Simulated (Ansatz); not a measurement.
LiF built on the CsCl prototype, relaxed with r2SCAN, was run in the plane-wave code Ansatz under altered settings. All numbers are computed, without spin polarisation but where a row says otherwise.

```yaml
crystal:
  lattice:
    - [2.51626, 0.00000, 0.00000]
    - [0.00000, 2.51626, 0.00000]
    - [0.00000, 0.00000, 2.51626]
  atoms:
    - { symbol: Li, position: [0.00000, 0.00000, 0.00000] }
    - { symbol: F, position: [0.50000, 0.50000, 0.50000] }
```

The base run's other keys:
```yaml
kpoints:
  mp_grid: { grid: [8, 8, 8] }
hamiltonian:
  xc: pbesol
scf:
  occupations: { method: fixed }
  n_extra_bands: 4
```

It takes 6 iterations with 305 plane waves at 420 eV and 35 k points, and leaves a mean stress of +0.59 GPa. The gap over this mesh is 7.798 eV.

Outcomes, with energy and stress as changes against the base:
```tsv
setting	outcome	ΔF (meV/atom)	Δ mean stress (GPa)	gap on the mesh (eV)	iterations
scf.mixing.preconditioner: resta	converged	0.0	0.00	7.798	6
basis.xc_grid: 3	converged	0.0	0.00	7.798	6
hamiltonian.dispersion: d3bj	converged	-148	-3.04	7.798	6
kpoints.mp_grid.grid: [4, 4, 4]	converged	+3.2	+0.12	7.790	6
scf.convergence.dr2_threshold: 0.0001	converged, warned	0.0	0.0	7.798	6
scf.occupations: cold 0.001	converged	0.0	0.00	7.798	5
scf.occupations: methfessel_paxton 0.05	converged	0.0	0.00	7.798	5
hamiltonian.dispersion: rvv10	refused	–	–	–	–
basis.ecutrho_ratio: 8	converged	0.0	0.00	7.798	6
basis.ecutwfc: -100	refused	–	–	–	–
scf.mixing.ndim: 1	converged	0.0	0.00	7.798	14
scf.convergence.dr2_threshold: 0.01	converged, warned	0.0	0.0	7.798	6
hamiltonian.xc: scan	refused	–	–	–	–
hamiltonian.xc: b3pw	refused	–	–	–	–
```
A dash marks a value that wasn't obtained or can't be compared. Stress is positive in compression.

- hamiltonian.dispersion: d3bj. The free energy moves by -148 meV an atom, the mean stress by -3.04 GPa and the gap on the mesh by 0.000 eV (to 7.798). A pairwise correction adds to energy, forces and stress and leaves the bands alone.
- kpoints.mp_grid.grid: [4, 4, 4]. The free energy moves by +3.2 meV an atom, the mean stress by +0.12 GPa and the gap on the mesh by -0.007 eV (to 7.790). The mesh is too coarse.
- scf.convergence.dr2_threshold: 0.0001. It converges in 6 iterations, as the base does. Even so loose a threshold leaves the results unchanged here, which can't be counted on. Warned: force scf threshold loose, stress scf threshold loose.
- hamiltonian.dispersion: rvv10. It is rejected at once. Error: inconsistent input (hamiltonian.dispersion, hamiltonian.xc): `dispersion: rvv10` has no transferable b for PBE exchange — Sabatini et al. (2013) fitted b=6.3 to rPW86, and the PBE refits of Peng & Perdew (2017) are task-dependent (b=6.6 S22 / b=10.0 layered). Use `xc: {exchange: rpw86, correlation […]
- basis.ecutwfc: -100. The input is refused before any iteration. Error: invalid value for `basis.ecutwfc`: must be finite and > 0; got -100 eV
- scf.convergence.dr2_threshold: 0.01. It converges in 6 iterations, as the base does. Even so loose a threshold leaves the results unchanged here, which can't be counted on. Warned: force scf threshold loose, stress scf threshold loose.
- hamiltonian.xc: scan. The program doesn't start. Error: YAML parse error: line 12 column 7: hamiltonian.xc: unknown variant `scan`, expected one of […]
- hamiltonian.xc: b3pw. It is rejected at once. Error: YAML parse error: line 12 column 7: hamiltonian.xc: unknown variant `b3pw`, expected one of […]

Within 1 meV an atom, 0.1 GPa and 0.005 eV of the base stay: scf.mixing.preconditioner: resta; basis.xc_grid: 3; scf.convergence.dr2_threshold: 0.0001; scf.occupations: cold 0.001; scf.occupations: methfessel_paxton 0.05; basis.ecutrho_ratio: 8; scf.mixing.ndim: 1; scf.convergence.dr2_threshold: 0.01.
